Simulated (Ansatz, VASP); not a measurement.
**One calculation of C, two programs**

```
CELL_PARAMETERS angstrom
2.50330 0.00000 0.00000
-1.25165 2.16792 0.00000
0.00000 0.00000 4.16897
ATOMIC_POSITIONS crystal
C 0.33333 0.66667 0.06281
C 0.66667 0.33333 0.56281
C 0.66667 0.33333 0.93719
C 0.33333 0.66667 0.43719
```

Alike in both runs: task electric field gradients; functional PBE; k mesh 12 × 12 × 7; occupations fermi-dirac, width 0.01 eV; no spin polarisation.

|  | VASP | Ansatz |
| --- | --- | --- |
| version | VASP 6.6.1 | Ansatz 0.2.0 |
| potentials or method | VASP PAW PBE potentials, release 64 (C), cutoff 520 eV | all-electron PAW with datasets made for the crystal, scalar-relativistic |

VASP gave:

```
gap on the k mesh at the Fermi level (eV)                      : 3.30
pressure (GPa)                                                 : 4.8
largest component of the traceless stress (GPa)                : 0.51
rms of the force components (eV/Å)                             : 0.004
Vzz of the field gradient on the site that differs most (V/Å²) : 3.4
```

**Question.** Estimate Ansatz's values.

**Answer.** gap on the k mesh at the Fermi level (eV): 3.31; pressure (GPa): 4.1; largest component of the traceless stress (GPa): 0.46; rms of the force components (eV/Å): 0.007; Vzz of the field gradient on the site that differs most (V/Å²): 3.1.

Atom by atom the forces differ by 0.003 eV/Å (rms over components). Ansatz ran all-electron here, so the differences hold the error of VASP's frozen core and of both bases.

Caveats: an odd mesh through Γ misses points on the zone boundary, where band edges often lie.
